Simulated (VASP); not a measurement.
# PbSe (Pm-3m) in VASP: notebook

The runs below take PbSe through single point, with PBEsol.

Everything below comes from runs of VASP 6.6.1. Logs are shortened: lines on timing, memory, paths and dates and some standing lists are left out, and cuts for length are marked.

**1. The crystal as given**

The structure is cubic, space group Pm-3m (No. 221). Conventional cell: a = 3.784 Å, b = 3.784 Å, c = 3.784 Å, α = 90.00°, β = 90.00°, γ = 90.00°. Pb (site symmetry m-3m) is surrounded by 8 Se at 3.28 Å. Se (site symmetry m-3m) is surrounded by 8 Pb at 3.28 Å.

Measurements of this composition are mostly on another form, of space group No. 225.

**2. Single point, PBEsol**

INCAR

```
SYSTEM = PbSe
  ADDGRID = .False.
  ALGO = Normal
  EDIFF = 1E-6
  ENCUT = 400
  GGA = PS
  ISIF = 2
  ISMEAR = 0
  LASPH = .True.
  LCHARG = .False.
  LREAL = .False.
  LWAVE = .False.
  NELM = 100
  PREC = Accurate
  SIGMA = 0.05
```

KPOINTS

```
k-points
0
Gamma
  4 4 4
  0 0 0
```

POSCAR

```
PbSe
1.0
    3.7843220000      0.0000000000      0.0000000000
    0.0000000000      3.7843220000      0.0000000000
    0.0000000000      0.0000000000      3.7843220000
Pb Se
1 1
Direct
    0.0000000000      0.0000000000      0.0000000000
    0.5000000000      0.5000000000      0.5000000000
```

Potentials or basis: VASP PAW PBE potentials, release 64 (Pb_d, Se).

On the command line:

```bash
$ cat potpaw_PBE.64/Pb_d/POTCAR potpaw_PBE.64/Se/POTCAR > POTCAR
$ mpirun -np 1 vasp_std > vasp.out
```

OUTCAR:

```text
SYSTEM = PbSe
   EDIFF = 1E-6
   ENCUT = 400
   GGA = PS
   ISIF = 2
   ISMEAR = 0
   LASPH = .True.
   LREAL = .False.
   NELM = 100
   PREC = Accurate

 Found     10 irreducible k-points:

 Following reciprocal coordinates:
            Coordinates               Weight
  0.000000  0.000000  0.000000      1.000000
  0.250000  0.000000  0.000000      6.000000
  0.500000  0.000000  0.000000      3.000000
  0.250000  0.250000  0.000000     12.000000
  0.500000  0.250000  0.000000     12.000000
  0.500000  0.500000  0.000000      3.000000
   k-points           NKPTS =     10   k-points in BZ     NKDIM =     10   number of bands    NBANDS=     14
   number of dos      NEDOS =    301   number of ions     NIONS =      2
   total plane-waves  NPLWV =  21952
   dimension x,y,z NGX =    28 NGY =   28 NGZ =   28
   dimension x,y,z NGXF=    56 NGYF=   56 NGZF=   56
   ions per type =               1   1
   NGX,Y,Z   is equivalent  to a cutoff of  12.30, 12.30, 12.30 a.u.
   NGXF,Y,Z  is equivalent  to a cutoff of  24.60, 24.60, 24.60 a.u.
 SYSTEM =  PbSe
   PREC   = accura    normal or accurate (medium, high low for compatibility)
   ISTART =      0    job   : 0-new  1-cont  2-samecut
   ICHARG =      2    charge: 1-file 2-atom 10-const
   ISPIN  =      1    spin polarized calculation?
   LNONCOLLINEAR =      F non collinear calculations
   LSORBIT =      F    spin-orbit coupling
   LASPH  =      T    aspherical Exc in radial PAW
   ENCUT  =  400.0 eV  29.40 Ry    5.42 a.u.   6.17  6.17  6.17*2*pi/ulx,y,z
   NELM   =    100;   NELMIN=  2; NELMDL= -5     # of ELM steps
   EDIFF  = 0.1E-05   stopping-criterion for ELM
   LREAL  =      F    real-space projection
   EDIFFG = 0.1E-04   stopping-criterion for IOM
   NSW    =      0    number of steps for IOM
   IBRION =     -1    ionic relax: 0-MD 1-quasi-New 2-CG
   NFREE  =      0    steps in history (QN), initial steepest desc. (CG)
   ISIF   =      2    stress and relaxation
   ISYM   =      2    0-nonsym 1-usesym 2-fastsym
   POTIM  = 0.5000    time-step for ionic-motion
   TEBEG  =    0.0;   TEEND  =   0.0 temperature during run
   PSTRESS=    0.0 pullay stress
   NELECT =      20.0000    total number of electrons
   NUPDOWN=      -1.0000    fix difference up-down
   EMIN   =  10.00;   EMAX   =-10.00  energy-range for DOS
   EFERMI =   0.00;   METHOD = LEGACY
   ISMEAR =     0;   SIGMA  =   0.05  broadening in eV -4-tet -1-fermi 0-gaus
   EFERMI_NEDOS =   21; number of points for ismear=-14 and -15
   IALGO  =     38    algorithm
   IMIX   =      4    mixing-type and parameters
     AMIX     =   0.40;   BMIX     =  1.00
     AMIX_MAG =   1.60;   BMIX_MAG =  1.00
  volume/ion in A,a.u.               =      27.10       182.87
  Fermi-wavevector in a.u.,A,eV,Ry     =   1.174258  2.219025 18.760817  1.378881
  Thomas-Fermi vector in A             =   2.310658
   LORBIT       =      0    0 simple, 1 ext, 2 COOP (PROOUT), +10 PAW based schemes
   GGA     = PS    functional components
   LHFCALC =     F    Hartree Fock is set to
   AEXX    =    0.0000 exact exchange contribution
   IVDW    =     0    specifies the selected vdW correction
   LEPSILON=     F    determine dielectric tensor
   LRPA    =     F    only Hartree local field effects (RPA)
 non-spin polarized calculation
 Gauss-broadening in eV      SIGMA  =   0.05
  energy-cutoff  :      400.00
  volume of cell :       54.20
 maximum number of plane-waves:      1021
 NGX is ok and might be reduce to    28
   NGX = 13   NGY = 13   NGZ = 13

 number of electron      20.0000009 magnetization

 Free energy of the ion-electron system (eV)
  ---------------------------------------------------
  ext. energy  EPLUGINS =         0.00000000
  ---------------------------------------------------
  free energy    TOTEN  =        -8.37572307 eV

  energy without entropy =       -8.37439140  energy(sigma->0) =       -8.37505723

 E-fermi :   5.1705     XC(G=0): -10.1147

 val. band max:        5.0997190827   @ k =   0.5000   0.2500   0.0000
 cond. band min:       5.2251326994   @ k =   0.5000   0.0000   0.0000
 fundamental gap:      0.1254136167
 Fermi energy:         5.1705484114

 k-point     1 :       0.0000    0.0000    0.0000
  band No.  band energies     occupation
      1     -11.6806      2.00000
      2     -11.6806      2.00000
      3     -11.5284      2.00000
      4     -11.5284      2.00000
      5     -11.5284      2.00000
      6      -7.9955      2.00000
      7      -1.8950      2.00000
      8       3.7233      2.00000
      9       3.7233      2.00000
     10       3.7233      2.00000
     11      10.2426      0.00000
     12      10.2426      0.00000
     13      11.2298      0.00000
     14      11.2298      0.00000

 k-point     2 :       0.2500    0.0000    0.0000
  band No.  band energies     occupation
      1     -11.6771      2.00000
      2     -11.6221      2.00000
      3     -11.5500      2.00000
      4     -11.5500      2.00000
      5     -11.5265      2.00000
      6      -7.5591      2.00000
      7      -2.7399      2.00000
      8       3.6743      2.00000
      9       4.2327      2.00000
     10       4.2327      2.00000
     11       8.1028      0.00000
     12       9.9449      0.00000
     13       9.9449      0.00000
     14      10.7197      0.00000
[... 37 lines left out ...]
      1     -11.6373      2.00000
      2     -11.6174      2.00000
      3     -11.5672      2.00000
      4     -11.5438      2.00000
      5     -11.5343      2.00000
      6      -6.6194      2.00000
      7      -3.2501      2.00000
      8       2.1699      2.00000
      9       2.8399      2.00000
     10       5.0997      1.95486
     11       7.7338      0.00000
     12       8.8885      0.00000
     13       9.1813      0.00000
     14      12.9338      0.00000

 k-point     6 :       0.5000    0.5000    0.0000
  band No.  band energies     occupation
      1     -11.6615      2.00000
      2     -11.6167      2.00000
      3     -11.5630      2.00000
      4     -11.5630      2.00000
      5     -11.4889      2.00000
      6      -6.2728      2.00000
      7      -2.3180      2.00000
      8       0.8353      2.00000
      9       0.8353      2.00000
     10       5.2376      0.05794
     11       9.2898      0.00000
     12       9.2898      0.00000
     13      10.1308      0.00000
     14      11.9022      0.00000

 [... further k-points ...]

------------------------ aborting loop because EDIFF is reached ----------------------------------------

  FORCE on cell =-STRESS in cart. coord.  units (eV):
  Direction    XX          YY          ZZ          XY          YZ          ZX
  --------------------------------------------------------------------------------------
  -------------------------------------------------------------------------------------
  Total       -0.8436916     -0.8436916     -0.8436916     -0.0000000     -0.0000000     -0.0000000
  in kB      -24.9419294    -24.9419294    -24.9419294     -0.0000000     -0.0000000     -0.0000000
  external PRESSURE =     -24.9419294 kB  Pullay stress =       0.0000000 kB

 VOLUME and BASIS-vectors are now :
 -----------------------------------------------------------------------------
  energy-cutoff  :      400.00
  volume of cell :       54.20
      direct lattice vectors                 reciprocal lattice vectors
     3.784322000  0.000000000  0.000000000     0.264248127  0.000000000  0.000000000
     0.000000000  3.784322000  0.000000000     0.000000000  0.264248127  0.000000000
     0.000000000  0.000000000  3.784322000     0.000000000  0.000000000  0.264248127

 POSITION                                       TOTAL-FORCE (eV/Angst)
 -----------------------------------------------------------------------------------
      0.00000      0.00000      0.00000         0.000000      0.000000      0.000000
      1.89216      1.89216      1.89216         0.000000      0.000000      0.000000
 -----------------------------------------------------------------------------------
    total drift:                               -0.000000      0.000000     -0.000000

  FREE ENERGIE OF THE ION-ELECTRON SYSTEM (eV)
  ---------------------------------------------------
  free  energy   TOTEN  =        -8.3757230699 eV

  energy  without entropy=       -8.3743913963  energy(sigma->0) =       -8.37505723
```

OSZICAR:

```text
N       E                     dE             d eps       ncg     rms          rms(c)
DAV:   1     0.138555293713E+03    0.13856E+03   -0.83977E+03   280   0.122E+03
DAV:   2     0.240331630306E+01   -0.13615E+03   -0.13246E+03   292   0.324E+02
DAV:   3    -0.856513918247E+01   -0.10968E+02   -0.10873E+02   370   0.941E+01
DAV:   4    -0.879678263430E+01   -0.23164E+00   -0.23135E+00   328   0.156E+01
DAV:   5    -0.880276407834E+01   -0.59814E-02   -0.59814E-02   374   0.246E+00    0.283E+00
DAV:   6    -0.838376376099E+01    0.41900E+00   -0.11330E+00   404   0.883E+00    0.142E+00
DAV:   7    -0.837860805839E+01    0.51557E-02   -0.86688E-02   298   0.165E+00    0.813E-01
DAV:   8    -0.837574576916E+01    0.28623E-02   -0.83387E-03   310   0.116E+00    0.141E-01
DAV:   9    -0.837570140017E+01    0.44369E-04   -0.49934E-04   328   0.245E-01    0.514E-02
DAV:  10    -0.837572340404E+01   -0.22004E-04   -0.53468E-05   316   0.533E-02    0.785E-03
DAV:  11    -0.837572306993E+01    0.33411E-06   -0.47035E-06   322   0.193E-02
   1 F= -.83757231E+01 E0= -.83750572E+01  d E =-.133167E-02
```

stdout:

```text
POSCAR found type information on POSCAR PbSe
 POSCAR found :  2 types and       2 ions
 scaLAPACK will be used
 -----------------------------------------------------------------------------
|                                                                             |
|                                                                             |
|     You enforced a specific xc type in the INCAR file but a different       |
|     I HOPE YOU KNOW WHAT YOU ARE DOING!                                     |
|                                                                             |
 -----------------------------------------------------------------------------

 LDA part: xc-table for (Slater+PW92), standard interpolation
 POSCAR, INCAR and KPOINTS ok, starting setup
 FFT: planning ... GRIDC
 FFT: planning ... GRID_SOFT
 FFT: planning ... GRID
 WAVECAR not read
 entering main loop
```

Run time: 6 s. Hardware: 1 thread of Intel Xeon Platinum 8488C (Sapphire Rapids), shared host; peak memory 0.14 GiB.

The run converged, but some of its settings lie outside the range that counts as converged, so its numbers aren't taken as properties of the crystal.

Results:

| Quantity | Value |
| --- | --- |
| Free energy | -8.3757 eV |
| Pressure | -2.5 GPa |
| Band gap on the k mesh | none (metal or under the smearing width) |

Caveat: the k mesh is coarse (spacing up to 0.42 Å⁻¹), so the values aren't converged; the PAW data sets were made with another functional, which shifts forces and pressure a little.

**3. Single point, PBEsol**

INCAR is that of step 2.

KPOINTS is that of step 2.

POSCAR

```
PbSe
1.0
    3.7843220000      0.0000000000      0.0000000000
    0.0000000000      3.7843220000      0.0000000000
    0.0000000000      0.0000000000      3.7843220000
Pb Se
1 1
Direct
    0.0499830000      0.0304240000      0.0268320000
    0.4857650000      0.4915870000      0.4882140000
```

Potentials or basis: VASP PAW PBE potentials, release 64 (Pb_d, Se).

On the command line:

```bash
$ cat potpaw_PBE.64/Pb_d/POTCAR potpaw_PBE.64/Se/POTCAR > POTCAR
$ mpirun -np 1 vasp_std > vasp.out
```

Run time: 12 s. Hardware: 1 thread of Intel Xeon Platinum 8488C (Sapphire Rapids), shared host; peak memory 0.16 GiB.

The run converged, but some of its settings lie outside the range that counts as converged, so its numbers aren't taken as properties of the crystal.

What came out:

- Free energy: -8.4270 eV
- Pressure: -1.3 GPa
- Largest force: 0.217 eV/Å
- Band gap on the k mesh: none (metal or under the smearing width)

Caveat: the k mesh is coarse (spacing up to 0.42 Å⁻¹), so the values aren't converged; the PAW data sets were made with another functional, which shifts forces and pressure a little.

**4. Single point, PBEsol**

Edit INCAR of step 3 so:

```diff
@@ -4,3 +4,3 @@
   EDIFF = 1E-6
-  ENCUT = 400
+  ENCUT = 460
   GGA = PS
```

KPOINTS is that of step 3.

POSCAR

```
PbSe
1.0
    3.7843220000      0.0000000000      0.0000000000
    0.0000000000      3.7843220000      0.0000000000
    0.0000000000      0.0000000000      3.7843220000
Pb Se
1 1
Direct
    0.0000000000      0.0000000000      0.0000000000
    0.5000000000      0.5000000000      0.5000000000
```

On the command line:

```bash
$ cat potpaw_PBE.64/Pb_d/POTCAR potpaw_PBE.64/Se/POTCAR > POTCAR
$ mpirun -np 1 vasp_std > vasp.out
```

Run time: 5.3 s. Hardware: 1 thread of Intel Xeon Platinum 8488C (Sapphire Rapids), shared host; peak memory 0.15 GiB.

The run converged, but some of its settings lie outside the range that counts as converged, so its numbers aren't taken as properties of the crystal.

Results:

- Free energy: -8.3761 eV
- Pressure: -2.5 GPa
- Band gap on the k mesh: none (metal or under the smearing width)

Caveat: the k mesh is coarse (spacing up to 0.42 Å⁻¹), so the values aren't converged; the PAW data sets were made with another functional, which shifts forces and pressure a little.
